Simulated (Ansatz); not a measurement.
# What a change of settings does: In (bcc type)

First run: DFT, PBE, PAW with Ansatz's default frozen-core files, scalar-relativistic (Ansatz 0.2.0).

Command: `ansatz run input.yaml --threads 1 --pin off --max-ram 2048MiB --backend cpu --events-out ev --progress --plain --runs-dir out` It took 5 s on 1 thread of Intel(R) Xeon(R) 6975P-C (Granite Rapids), on a shared host, peak memory 0.37 GiB.

```yaml
crystal:
  lattice:
    - [-1.9018218905, 1.9018218905, 1.9018218905]
    - [1.9018218905, -1.9018218905, 1.9018218905]
    - [1.9018218905, 1.9018218905, -1.9018218905]
  atoms:
    - { symbol: In, position: [0.0, 0.0, 0.0] }
kpoints:
  mp_grid: { grid: [16, 16, 16] }
scf:
  occupations: { method: fermi_dirac, width: 0.1 }
hamiltonian:
  xc: pbe
  pseudopotentials: { kind: paw }
output:
  forces: true
  stress: true
  write_density: true
  write_potential: true
  elf: true
  volumetric_format: npy
relax:
  f_tol: 0.005
  max_steps: 40
  cell: {}
```

The start is a guessed cell of a prototype that needn't be stable.

This run: cell relaxed at zero pressure.

It converges in 20 SCF iterations over all geometries at a pressure of 0.00 GPa, ending at 27.84 Å³/atom, cutoff 420 eV.

The input is then changed:

```diff
   occupations: { method: fermi_dirac, width: 0.1 }
+  convergence: { dr2_threshold: 1.0e-08 }
+  mixing: { algorithm: msr1, beta: 0.5 }
 hamiltonian:
   stress: true
-  write_density: true
-  write_potential: true
-  elf: true
-  volumetric_format: npy
 relax:
```

Problem. Predict the outcome of the changed run.

Solution. It converges in 18 SCF iterations over all geometries at a pressure of 0.00 GPa, ending at 27.84 Å³/atom, cutoff 420 eV, free energy 0.0 meV/atom against the first run's. Results part of its log:
```
Warning: relax.cell: scf.convergence.dr2_threshold = 1e-8 eV is looser than the 1e-10 eV advised for a relaxation that steers and ends on the stress (1e-10 eV for each atom of the cell: 1). What an SCF threshold leaves in a stress goes as its square root, and in the free energy as the threshold itself, and one threshold admits the most on a small cell: of the crystals measured, under no hybrid fun
basis re-selected at this cell: Δ(F+E_penalty+E_count) = -8.544e-5 eV, ΔP = -0.001 GPa vs the last step (what re-selecting the basis moved, of the pressure what is left beyond the Pulay correction that the steps carried, after the strain that the cell walked since its last selection, with what the two solves' SCF thresholds leave and, on support functions, any second-order correction that the steps lacked; it is no measure of the basis error at this ecutwfc). This SCF's stress stands 1.47e-3 GPa from its target on what of the cell is left free (relax.cell.stress_tol is 5.00e-2 GPa) and its largest allowed force component is 0.00e0 eV/Å (relax.f_tol is 5.00e-3 eV/Å): within both
SCF converged after 2 iterations
Free energy (F): -5597.841917 eV
Harris-Foulkes:  -5597.841917 eV  (|F-HF|=5.71e-8)
Internal energy: -5597.824927 eV  (E = F + TS)
E sigma→0 (E₀):  -5597.833422 eV
Entropy (-TS):   -0.016990 eV (-16.990 meV/atom)
Fermi energy:    9.422202 eV
--- Per-component energies (eV) ---
  E_band       = -33.595678
  E_kinetic    = 240.706469
  E_local      = -1112.470386  (includes V_loc(G=0)·N_el)
  E_nonlocal   = 365.979285
  E_hartree    = 435.171643
  E_xc         = -215.821345
  E_vxc        = -99.701083  (∫ρ·V_xc dr)
  E_paw        = -4151.822883  (= ΣΔE_a)
  E_vpaw       = -298.452495  (= ΣTr[D̂ρ^β])
  E_aug_tail   = 0.000026  (compensation charges beyond the density's cutoff)
  E_ewald      = -1159.567734
  E_smearing   = -0.016990  (= −TS)
  E_closure    = 0.000000  (closes the sum)
  Σ components = -5597.841917   (vs F -5597.841917, Δ=0.00e0)
--- Forces (eV/Å), atoms counted from 1 ---
  atom   1  In     0.00000000     0.00000000    -0.00000000
  max |Σ_I F_I| component: 1.55e-29 eV/Å
--- Stress (GPa, compression-positive) ---
        0.001469       0.000000      -0.000000
        0.000000       0.001469       0.000000
        0.000000      -0.000000       0.001469
  P = ⅓ Tr σ = 0.0015 GPa (0.015 kbar)
--- Relaxed structure (3 steps of the walk, 3 accepted, 1 SCFs on fresh bases) ---
  F+E_penalty+E_count = -5597.84191684 eV   max|allowed force component| = 0.000e0 eV/Å   (the final SCF, on the basis selected at the relaxed cell)
  cell:  # Å, volume = 27.8443 Å³
    - [-1.9093797238418677, 1.9093797238418677, 1.9093797238418677]
    - [1.9093797238418677, -1.9093797238418677, 1.9093797238418677]
    - [1.9093797238418677, 1.9093797238418677, -1.9093797238418677]
  atoms:
    - { symbol: In, position: [0.0, 0.0, 0.0] }
```
